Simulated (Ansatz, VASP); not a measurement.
Si3C in VASP and in Ansatz

```
CELL_PARAMETERS angstrom
3.67638 0.00000 0.00000
0.00000 3.67638 0.00000
0.00000 0.00000 3.67638
ATOMIC_POSITIONS crystal
Si 0.00000 0.50000 0.50000
Si 0.50000 0.00000 0.50000
Si 0.50000 0.50000 0.00000
C 0.00000 0.00000 0.00000
```

Alike in both runs: functional PBE; k mesh 12 × 12 × 12; occupations gaussian, width 0.1 eV; no spin polarisation.

Ansatz relaxed the structure, and its values are those at the end. VASP's run is a single point on that final structure, the one shown.

|  | VASP | Ansatz |
| --- | --- | --- |
| version | VASP 6.6.1 | Ansatz 0.2.0 |
| potentials or method | VASP PAW PBE potentials, release 64 (Si, C) | scalar-relativistic, plane waves, PAW |
| plane-wave cutoff (eV) | 520 | 420 |
| valence electrons in the cell | 16 | 16 |

```csv
,VASP,Ansatz,Ansatz less VASP
gap on the k mesh at the Fermi level (eV),none,none,-
pressure (GPa),0.0,0.0,+0.02
```

A gap of «none» marks a metal or a gap that the smearing closes.
